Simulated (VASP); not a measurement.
A run of VASP 6.6.1 is set up as follows.

The input INCAR:

```
SYSTEM = MgO
PREC = Accurate
ENCUT = 520
EDIFF = 1E-7
ISMEAR = 0
SIGMA = 0.02
LREAL = .False.
LASPH = .True.
NELM = 100
ALGO = Normal
ISIF = 2
LWAVE = .False.
LCHARG = .False.
GGA = PS
NBANDS = 16
```

File KPOINTS:

```
regular mesh
0
Gamma
  9 9 6
  0 0 0
```

The input POSCAR:

```
MgO
1.0
    3.2135812131      0.0000000000      0.0000000000
   -1.6067906066      2.7830429677      0.0000000000
    0.0000000000      0.0000000000      4.9157124251
Mg O
2 2
Direct
    0.3333333300      0.6666666700      0.0222284486
    0.6666666700      0.3333333300      0.5222284486
    0.3333333300      0.6666666700      0.3823715514
    0.6666666700      0.3333333300      0.8823715514
```

Potentials or basis: VASP PAW PBE potentials, release 64 (Mg, O).

The run is started by

```bash
$ cat potpaw_PBE.64/Mg/POTCAR potpaw_PBE.64/O/POTCAR > POTCAR
$ mpirun -np 1 vasp_std > vasp.out
```

Predict the pressure.

15.4 GPa.

Estimate the band gap on the k mesh.

4.02 eV, direct.

Estimate the largest force.

2.714 eV/Å.

Forces in eV/Å, atoms in the order of the input:
```
Mg   0.000  0.000 -2.714
Mg   0.000  0.000 -2.714
O    0.000  0.000  2.714
O    0.000  0.000  2.714
```

Caveat: so large a pressure means that the cell lies far from this level's equilibrium, or that cutoff or potentials fall short; the potentials were made for another functional, which shifts forces and pressure; an odd mesh through Γ misses points on the zone boundary, where band edges often lie.
